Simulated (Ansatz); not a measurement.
The system is Bi.

```
Bi
1.0
     2.26750    1.30914    3.93800
    -2.26750    1.30914    3.93800
     0.00000   -2.61828    3.93800
Bi
2
Direct
  0.76600 0.76600 0.76600
  0.23400 0.23400 0.23400
```

Below is the output of Ansatz 0.2.0 for this cell. Logs are shortened: lines on timing, memory, paths and dates and some standing lists are left out, and cuts for length are marked.

```text
Warning: RAYON_NUM_THREADS=2 ignored (pool sized by the plan → 2); use --threads N
Engine: ansatz 0.2.0, aarch64-unknown-linux-gnu
Pseudopotentials: kind: paw
Pseudopotential: Bi, paw, valence charge 15, recommended cutoff 420 eV (normal), Bi.paw.azcp
Functional definition: PBEsol
  exchange = pbesol_x
  correlation = pbesol_c
Crystal: 2 atoms, lattice volume = 70.139 Å³
Basis set: ecut = 420 eV, 1369 PW (Γ), exchange–correlation on 64×64×64 points (8 copies of the dense FFT grid, shifted against one another)
Bands: 19, of which v1, the nominal top of the filled ones, is band 15 counted from 1 (14 counted from 0)
Symmetry: 12 space group operations
Space group: R-3m (ITA 166), of the structure as read, at distance tolerance 4.1e-5 Å
k-points: 44 of 343
Non-local potential: Bi, projectors of the file, l = 0: 2, l = 1: 2, l = 2: 2, l = 3: 2
PAW form: soft (Blöchl's): semilocal exchange-correlation on the pseudo side does not see the compensation charge
PAW frozen core: Bi, regenerated for the run's functional, and the local potential with it (the file was generated under x = pbe(κ = 0.804, μ = 0.2195149727645171), c = pbe(β = 0.06672455060314922))
PAW one-centre angular grid: Bi, 590 points (default); XC on 64 Gauss nodes
Initial density: superposition of atomic densities (neutral atoms: chi_scale 0, normalization atom), corrected by the library's trained network
Initial wavefunctions: pseudopotential atomic-orbital guess
Functional: x = pbesol(κ = 0.804, μ = 0.12345679012345678), c = pbesol(β = 0.046)
SCF iter   1: F=—  HF=-24484.023074 eV  |F-HF|=—  |Δ(HF+E_count)|=         —  Δρ=1.60e-3  dr2=2.40e-3  ethr=1.77e-3  ⟨swp⟩=6.2  Hψ=4159  notcnv=0
preconditioner: auto → none  [insulator: Δε(μ)=0.261 eV  Ē_g=20.264 eV  σ=0.050 eV  W_gap=0.85  n_scr=14 (ndim 8)  ℏωp=24.3 eV  f_vac=0.003  D(μ)=0.14/eV (n_scr^D=0)  ε∞_Penn≈2.4]
SCF iter   2: F=—  HF=-24484.021408 eV  |F-HF|=—  |Δ(HF+E_count)|=   1.67e-3  Δρ=5.49e-4  dr2=2.29e-4  ethr=7.99e-6  ⟨swp⟩=2.4  Hψ=1905  notcnv=0
SCF iter   3: F=—  HF=-24484.021430 eV  |F-HF|=—  |Δ(HF+E_count)|=   2.22e-5  Δρ=1.89e-4  dr2=2.71e-5  ethr=7.64e-7  ⟨swp⟩=2.0  Hψ=1496  notcnv=0
SCF iter   4: F=—  HF=-24484.021446 eV  |F-HF|=—  |Δ(HF+E_count)|=   1.54e-5  Δρ=7.04e-5  dr2=2.43e-6  ethr=9.04e-8  ⟨swp⟩=2.0  Hψ=1495  notcnv=0
iter 5 did not close the SCF: its close was put off for the readings that it lacked (scf_convergence_deferred on its scf_iter line)
SCF iter   5: F=-24484.021447 eV  HF=-24484.021447 eV  |F-HF|=1.75e-8  |Δ(HF+E_count)|=   1.86e-6  Δρ=1.23e-5  dr2=6.14e-8  ethr=8.09e-9  ⟨swp⟩=2.9  Hψ=1507  notcnv=0
SCF iter   6: F=-24484.021447 eV  HF=-24484.021447 eV  |F-HF|=3.83e-9  |Δ(HF+E_count)|=   3.59e-9  Δρ=2.54e-6  dr2=4.23e-9  ethr=2.05e-10  ⟨swp⟩=7.0  Hψ=5503  notcnv=0
SCF 1 converged in 6 iterations: F = -24484.021447 eV  dr2 = 4.23e-9
  greatest PAW one-centre occupation: 0.987 electrons in one spin orbital (limit 2), on the Bi atom at site 1 (counted from 0), in its partial waves of l = 2
SCF converged after 6 iterations
Free energy (F): -24484.021447 eV
Harris-Foulkes:  -24484.021447 eV  (|F-HF|=3.83e-9)
Internal energy: -24484.019986 eV  (E = F + TS)
E sigma→0 (E₀):  -24484.020717 eV
Entropy (-TS):   -0.001461 eV (-0.731 meV/atom)
Fermi energy:    9.493280 eV
--- Per-component energies (eV) ---
  E_band       = -220.330529
  E_kinetic    = 605.437305
  E_local      = -3113.169338  (includes V_loc(G=0)·N_el)
  E_nonlocal   = 1122.954624
  E_hartree    = 1013.474282
  E_xc         = -300.125561
  E_vxc        = -287.809357  (∫ρ·V_xc dr)
  E_paw        = -21019.238600  (= ΣΔE_a)
  E_vpaw       = -574.687751  (= ΣTr[D̂ρ^β])
  E_aug_tail   = -0.000926  (compensation charges beyond the density's cutoff)
  E_ewald      = -2793.531276
  E_core_change = 0.179504  (= ΣΔE_core)
  E_smearing   = -0.001461  (= −TS)
  E_closure    = 0.000000  (closes the sum)
  Σ components = -24484.021447   (vs F -24484.021447, Δ=0.00e0)
--- Forces (eV/Å), atoms counted from 1 ---
  atom   1  Bi    -0.00000000    -0.00000000    -0.12933389
  atom   2  Bi     0.00000000     0.00000000     0.12933389
  max |Σ_I F_I| component: 3.70e-17 eV/Å
--- Stress (GPa, compression-positive) ---
       -0.287612       0.000000      -0.000000
        0.000000      -0.287612      -0.000000
       -0.000000      -0.000000      -0.481467
  P = ⅓ Tr σ = -0.3522 GPa (-3.522 kbar)
--- Band table (eV; the first three rows and the last of 44) ---
  k-point 0: bands = ["-13.2780", "-13.2780", "-13.1226", "-13.1226", "-13.1059", "-12.9344", "-12.9219", "-12.9219", "-12.7979", "-12.7979", "-3.5189", "2.1627", "8.1222", "8.3837", "8.3837", "12.1047", "12.5754", "12.5754", "15.2167"]
  k-point 1: bands = ["-13.2632", "-13.2589", "-13.1161", "-13.1111", "-13.0958", "-12.9442", "-12.9317", "-12.9280", "-12.8189", "-12.8135", "-3.3264", "1.7221", "8.1923", "8.3694", "8.4042", "11.6376", "11.9224", "12.1331", "14.5984"]
  k-point 2: bands = ["-13.2250", "-13.2055", "-13.1016", "-13.0799", "-13.0656", "-12.9771", "-12.9593", "-12.9411", "-12.8733", "-12.8532", "-2.7629", "0.6593", "8.2026", "8.3682", "8.6595", "10.4408", "11.0798", "11.2911", "15.0175"]
  k-point 43: bands = ["-13.1892", "-13.1886", "-13.0885", "-13.0815", "-13.0642", "-12.9716", "-12.9537", "-12.9498", "-12.8998", "-12.8952", "-2.1452", "-0.2768", "6.8713", "8.3826", "8.7198", "10.6404", "11.0568", "12.6511", "16.0036"]
```

**Question.** Write the input and the command behind it.

**Answer.** Single point with PBEsol, no spin polarisation. The files as run (others can give the same):

input.yaml
```yaml
crystal:
  lattice:
    - [2.2675, 1.3091417354, 3.938]
    - [-2.2675, 1.3091417354, 3.938]
    - [0.0, -2.6182834708, 3.938]
  atoms:
    - { symbol: Bi, position: [0.766, 0.766, 0.766] }
    - { symbol: Bi, position: [0.234, 0.234, 0.234] }
hamiltonian:
  xc: pbesol
  pseudopotentials: { kind: paw }
kpoints:
  mp_grid: { grid: [7, 7, 7] }
scf:
  occupations: { method: fermi_dirac, width: 0.05 }
output:
  forces: true
  stress: true
  eigenvalues: true
  write_density: true
  write_potential: true
  elf: true
  volumetric_format: npy
```

Potentials or basis: Ansatz PAW.
The run is started by
```sh
$ ansatz run input.yaml --threads 2 --pin off --max-ram 5632MiB --backend cpu --events-out ev --progress --plain --runs-dir out
```

Caveat: odd divisions of the mesh miss points on the zone boundary, where band edges often lie, so the gap on the mesh can be too wide; spin-orbit coupling is left out, which as a rule narrows the gap of such compounds by several tenths of an eV; the PAW data sets come from PBE, with cores solved anew for the run's functional, which leaves a small shift of forces and pressure.
